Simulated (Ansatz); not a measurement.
## Zn: the change of pressure and energy above lowest point with volume per atom

Equation of state of a cubic crystal from periodic Kohn-Sham density functional theory without spin; pressure corrected for the finite basis. The results are calculated, by Ansatz 0.2.0 development build.

Cell of the first row (space group Fm-3m, No. 225):
```
cell vectors (Å)
   0.0000     1.9509     1.9509
   1.9509     0.0000     1.9509
   1.9509     1.9509     0.0000
atoms (fractions of the cell vectors)
Zn  0.00000  0.00000  0.00000
```

Settings of every row: formula Zn; structure type fcc; functional PBE; spin treatment none; k mesh 24x24x24; occupation method fermi-dirac; occupation width 0.061225619 eV; wave cutoff 700 eV; datasets soft-1 PAW; density cutoff ratio 4.

Limits: a cubic model structure, not a phase known at ambient conditions; the SCF threshold is loose for a stress in some rows.

```csv
row,volume per atom (Å³),pressure (GPa),energy above lowest point (meV/atom)
1,14.85,?,?
2,15.153,0.04,0
3,15.456,-1.257,1.18
4,15.759,-2.402,4.66
5,16.062,-3.413,10.18
```

Question: what pressure and energy above lowest point should row 1 give?

Worked fit of pressure. Take u = (V_r/V)^(2/3) − 1 with V_r = 15.607 Å³ an atom, which is twice the finite (Eulerian) strain; such expansions in the strain, on which the Birch-Murnaghan equation of state is built, carry the rest volume and the bulk modulus. The shown rows have u = 0.01988, 0.0065, -0.00644, -0.01898. Least squares give pressure = −1.8454 + 88.563 × u + 315.08 × u² GPa; a straight line predicts inner rows, each left out in turn, worse (root mean square 0.076 against 0.0014 GPa). The rows lie off it by 0.000, -0.001, 0.001, 0.000. The pressure vanishes at u = 0.0195, or V = 15.16 Å³ an atom, and there the bulk modulus at fixed shape and fractions is B = −V dP/dV = (2/3)(1 + u) dP/du = 68.5 GPa. The withheld row has u = 0.0337, so the fit gives −1.8454 + 88.563 × (0.0337) + 315.08 × (0.0337)² = 1.497 GPa.

The calculation gave 1.506 GPa. The fit lies 0.009 GPa (0.18 % of the column's range) below it; its largest miss of a shown row is 0.001 GPa. This row lies beyond the range of the fit.

Worked fit of energy above lowest point. Take u = (V_r/V)^(2/3) − 1 with V_r = 15.607 Å³ an atom, which is twice the finite (Eulerian) strain; such expansions in the strain, on which the Birch-Murnaghan equation of state is built, carry the rest volume and the bulk modulus. The shown rows have u = 0.01988, 0.0065, -0.00644, -0.01898. Least squares give energy above lowest point = 2.643 − 268.21 × u + 6797 × u² meV/atom; a straight line predicts inner rows, each left out in turn, worse (root mean square 1.6 against 0.016 meV/atom). The rows lie off it by 0.00, -0.01, 0.01, 0.00. Its lowest point lies at u = 0.0197, or V = 15.16 Å³ an atom, and the curvature there gives the bulk modulus at fixed shape and fractions, B = (4/9)(1 + u)² E″(u)/V = 66.4 GPa. The withheld row has u = 0.0337, so the fit gives 2.643 − 268.21 × (0.0337) + 6797 × (0.0337)² = 1.32 meV/atom.

The calculation gave 1.43 meV/atom. The fit lies 0.11 meV/atom (7.7 % of the value, 1.1 % of the column's range) below it; its largest miss of a shown row is 0.01 meV/atom. This row lies beyond the range of the fit.
